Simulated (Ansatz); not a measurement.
CdSe:

```xyz
2
Lattice="0.0000 3.0703 3.0703 3.0703 0.0000 3.0703 3.0703 3.0703 0.0000" Properties=species:S:1:pos:R:3 pbc="T T T"
Cd    0.0000    0.0000    0.0000
Se    1.5351    1.5351    1.5351
```

Measurements of this composition are mostly on another form, of space group No. 186.

- Program: Ansatz 0.2.0
- Task: relaxation of cell and atoms
- Functional: PBE
- Potentials or basis: all-electron LAPW, scalar-relativistic
- Basis error allowed: 0.001 eV/atom
- k mesh: 8 × 8 × 8
- Occupations: fermi-dirac, width 0.05 eV
- Spin: no spin polarisation

At the start: volume 28.94 Å³/atom.

Q: Where does the relaxation end?

A: Over 4 steps the energy falls by 3.2 meV/atom and the volume is 29.75 Å³/atom (+2.8 %); space group F-43m (No. 216, to 0.05 Å).

The path:
```csv
step,energy change (eV),largest force (eV/Å),volume (Å³)
1,0.0000,0.0000,57.88
2,-0.0059,0.0000,59.93
3,-0.0064,0.0000,59.51
4,-0.0064,0.0000,59.51
```

Final structure:
```xyz
2
Lattice="0.0000 3.0987 3.0987 3.0987 0.0000 3.0987 3.0987 3.0987 0.0000" Properties=species:S:1:pos:R:3 pbc="T T T"
Cd    0.0000    0.0000    0.0000
Se    1.5494    1.5494    1.5494
```
